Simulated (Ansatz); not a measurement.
# Understanding AlN from first principles

**The experiment.** The Crystallography Open Database holds a cell as deposited of hexagonal AlN (space group P6_3mc), temperature not stated (2015, doi:10.1039/C5TC00475F): a, c = 3.081, 5.031 Å, 10.34 Å³/atom.

From “Self-assembly of well-separated AlN nanowires directly on sputtered metallic TiN films”, 2019, arxiv:1910.07391, for a bulk crystal of AlN at 10 K: band gap 6.034 eV (an exciton energy, a little under the gap).

The results are compared with them further down.

Method: r²SCAN, scalar-relativistic; no spin polarisation; PAW, 500 eV, Γ-centred 8×8×6 mesh, 0.05 eV Gaussian smearing; code Ansatz. The datasets are Ansatz's generated set soft_2.

The chain of runs began from a cell as deposited in COD, expanded in volume.

The relaxed structure (symmetry read at 0.01 Å). It takes space group P6_3mc (No. 186, hexagonal). Conventional cell: a = 3.107 Å, b = 3.107 Å, c = 4.978 Å, α = 90.00°, β = 90.00°, γ = 120.00°. Al (site symmetry 3m) is surrounded by 4 N at 1.89 to 1.90 Å. N (site symmetry 3m) is surrounded by 4 Al at 1.89 to 1.90 Å. (Neighbours are counted to 15 % beyond the shortest distance.)

**Question.** Should it be a metal or an insulator?

**Answer.** Formal charges Al³⁺, N³⁻ balance and leave closed shells on every ion, so a band insulator is expected, and the gap is 4.88 eV.

**Question.** What kind of gap is it?

**Answer.** It is direct, 4.88 eV. Within 0.6 eV of the edges the projected states are 96 % N 2p at the top of the valence band and 46 % N 2s at the bottom of the conduction band. The conduction edge mixes several shells, so no single label fits the gap.

**Question.** What fixes the bond lengths?

**Answer.** Shannon's ionic radii give a check on the bond lengths: Al³⁺ with 4 neighbours 0.39 Å + N³⁻ 1.46 Å = 1.85 Å against a computed mean of 1.89 Å. Sums and bonds agree within 3 %, so ion sizes set the bond lengths.

**Question.** How ionic is it?

**Answer.** Bader charges against formal ones: Al +2.49 (+3), N −2.49 (−3). The cations give up 83 % of the formal charge; Bader charges stay under formal ones because the anions' density reaches into the cations' basins, though a share this high marks a strongly ionic bond.

All results together:

* Volume: 10.40 Å³/atom
* Band gap: 4.88 eV
* Smallest direct gap: 4.88 eV
* Bader charges: Al 2.49; N -2.49 e
* Formation energy from the elements (0 K, uncorrected): -1.63 eV/atom

**Against experiment.** r²SCAN gives 3.107, 4.978 Å and 10.40 Å³/atom, +0.6 % in volume (+0.2 % in length) from the database's cell. The axes miss by +0.8 %, −1.1 %, so errors cancel in the volume. The static lattice lacks zero-point motion and thermal expansion, so this level's own overestimate is larger than the figure. A measured gap of AlN is 6.034 eV (an exciton energy, a little under the gap; 10 K; quoted in “Self-assembly of well-separated AlN nanowires directly on sputtered metallic TiN films”, 2019, arxiv:1910.07391); the calculated 4.88 eV misses it by -1.16 eV. 2 values of this kind are on record (6.034 to 6.0343 eV); this one was drawn at random. Kohn–Sham gaps of semilocal functionals mostly fall below measured ones. Temperature and excitons aren't in the calculation.

Kohn–Sham gaps of semilocal functionals lie under measured ones, often by a third or more.
